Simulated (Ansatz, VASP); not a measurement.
One calculation of SiC, two programs

```xyz
2
Lattice="2.1645 2.1645 0.0000 -2.1645 2.1645 0.0000 0.0000 2.1645 2.1645" Properties=species:S:1:pos:R:3 pbc="T T T"
Si    0.0000    0.0000    0.0000
C     1.0822    3.2467    1.0822
```

Change from the starting cell: unstrained.

Alike in both runs: task single point; functional LDA; k mesh 10 × 10 × 10; no spin polarisation.

|  | VASP | Ansatz |
| --- | --- | --- |
| version | VASP 6.6.1 | Ansatz 0.2.0 |
| potentials or method | VASP PAW LDA potentials, release 64 (Si, C), cutoff 520 eV | all-electron LAPW, scalar-relativistic |
| occupations | gaussian, width 0.01 eV | fixed |

Ansatz gave:

* gap on the k mesh at the Fermi level (eV): 1.30
* pressure (GPa): 0.0

Problem. Which values does VASP return?

Solution. gap on the k mesh at the Fermi level (eV): 1.29; pressure (GPa): 0.4.

Ansatz ran all-electron here, so the differences hold the error of VASP's frozen core and of both bases.

A k mesh can miss the band edges.
